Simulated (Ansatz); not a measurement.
# Ta16C: the cost of one run

Computed with Ansatz 0.2.0 (DFT PBE, scalar-relativistic, plane waves, PAW, unless a step's input says otherwise).

7 further runs of the same task are left out: 7 set aside as unsound or not needed.

### Step 1. The structure to begin with

Symmetry: P4mm, No. 99, tetragonal system. Conventional cell: a = 6.638 Å, b = 6.638 Å, c = 20.300 Å, α = 90.00°, β = 90.00°, γ = 90.00°. Ta (site symmetry m) is surrounded by 4 Ta at 2.87 Å. Ta (site symmetry 4mm) is surrounded by 9 Ta at 2.87 to 3.14 Å. Around Ta (site symmetry 2mm) lie 9 Ta at 2.87 to 3.14 Å. Around Ta (site symmetry m) lie 8 Ta at 2.78 to 2.87 Å. Around Ta (site symmetry 4mm) lie 1 C at 2.46 Å and 4 Ta at 2.78 Å. Around Ta (site symmetry 2mm) lie 5 Ta at 2.78 to 3.14 Å. Around Ta (site symmetry 4mm) lie 5 Ta at 2.78 to 3.14 Å. Only part of the 9 independent sites is listed.

Structure file:

```cif
data_structure
_symmetry_space_group_name_H-M 'P 1'
_symmetry_Int_Tables_number 1
_cell_length_a 6.6379
_cell_length_b 6.6379
_cell_length_c 20.2997
_cell_angle_alpha 90.000
_cell_angle_beta 90.000
_cell_angle_gamma 90.000
_cell_volume 894.45
loop_
_atom_site_label
_atom_site_type_symbol
_atom_site_fract_x
_atom_site_fract_y
_atom_site_fract_z
_atom_site_occupancy
Ta1 Ta 0.25000 0.25000 0.19705 1
Ta2 Ta 0.25000 0.75000 0.19705 1
Ta3 Ta 0.75000 0.25000 0.19705 1
Ta4 Ta 0.75000 0.75000 0.19705 1
Ta5 Ta 0.00000 0.00000 0.27880 1
Ta6 Ta 0.00000 0.50000 0.27880 1
Ta7 Ta 0.50000 0.00000 0.27880 1
Ta8 Ta 0.50000 0.50000 0.27880 1
Ta9 Ta 0.25000 0.25000 0.35991 1
Ta10 Ta 0.25000 0.75000 0.35991 1
Ta11 Ta 0.75000 0.25000 0.35991 1
Ta12 Ta 0.75000 0.75000 0.35991 1
Ta13 Ta 0.00000 0.00000 0.43349 1
Ta14 Ta 0.00000 0.50000 0.43349 1
Ta15 Ta 0.50000 0.00000 0.43349 1
Ta16 Ta 0.50000 0.50000 0.43349 1
C1 C 0.00000 0.00000 0.55467 1
```

This is the geometry of the first run shown, built on a cell relaxed beforehand with the same method.

### Step 2. The scan

Atoms count from 1 in the order of the input.

C is moved over the surface cell; relaxed at each place: the height of the adsorbate's atoms; substrate rigid; the origin of the map has the adsorbate above Ta13.

The axes are (1) position of C17 along the first surface vector, from above Ta13: 8 values from 0.000 to 0.875, periodic; (2) position of C17 along the second surface vector, from above Ta13: 8 values from 0.000 to 0.875, periodic.

Relaxed at each point: the height of the adsorbate's atoms; substrate rigid. Points are written as (first, second).

The two vectors of the plane (Å): (3.319, 0.000, 0.000); (0.000, 3.319, 0.000).

### Step 3. Grid point (0/8, 0/8) of the map's two axes

Input file input.yaml:

```yaml
crystal:
  lattice:
    - [6.6379342676, 0.0, 0.0]
    - [0.0, 6.6379342676, 0.0]
    - [0.0, 0.0, 20.2996557945]
  atoms:
    - { symbol: Ta, position: [0.25, 0.25, 0.1970476761] }
    - { symbol: Ta, position: [0.25, 0.75, 0.1970476761] }
    - { symbol: Ta, position: [0.75, 0.25, 0.1970476761] }
    - { symbol: Ta, position: [0.75, 0.75, 0.1970476761] }
    - { symbol: Ta, position: [0.0, 0.0, 0.2787970212] }
    - { symbol: Ta, position: [0.0, 0.5, 0.2787970212] }
    - { symbol: Ta, position: [0.5, 0.0, 0.2787970212] }
    - { symbol: Ta, position: [0.5, 0.5, 0.2787970212] }
    - { symbol: Ta, position: [0.25, 0.25, 0.3599139039] }
    - { symbol: Ta, position: [0.25, 0.75, 0.3599139039] }
    - { symbol: Ta, position: [0.75, 0.25, 0.3599139039] }
    - { symbol: Ta, position: [0.75, 0.75, 0.3599139039] }
    - { symbol: Ta, position: [0.0, 0.0, 0.4334879312] }
    - { symbol: Ta, position: [0.0, 0.5, 0.4334879312] }
    - { symbol: Ta, position: [0.5, 0.0, 0.4334879312] }
    - { symbol: Ta, position: [0.5, 0.5, 0.4334879312] }
    - { symbol: C, position: [0.0, 0.0, 0.554672252] }
basis:
  ecutwfc: 420
kpoints:
  mp_grid: { grid: [4, 4, 1] }
hamiltonian:
  xc: pbe
  pseudopotentials: { kind: paw, azcp: { folder: soft_1 } }
scf:
  occupations: { method: gaussian, width: 0.1 }
output:
  forces: true
  eigenvalues: true
relax:
  adjacent_minimum: "off"
  f_tol: 0.025
  max_steps: 16
  constraints:
    - { sites: [0, 1, 2, 3, 4, 5, 6, 7, 8, 9, 10, 11, 12, 13, 14, 15] }
    - { sites: [16], fix: xy }
efield:
  axis: 3
  dipole_correction: true
  ramp_width: 0.04
```

On the command line:

```console
$ ansatz run input.yaml --threads 4 --pin off --max-ram 12288MiB --backend cpu --events-out ev --progress --plain --runs-dir out
```

Q: Estimate wall time and peak memory on 4 threads of Arm Neoverse N1, shared host.

About 3 min, with a peak of 2.2 GiB.
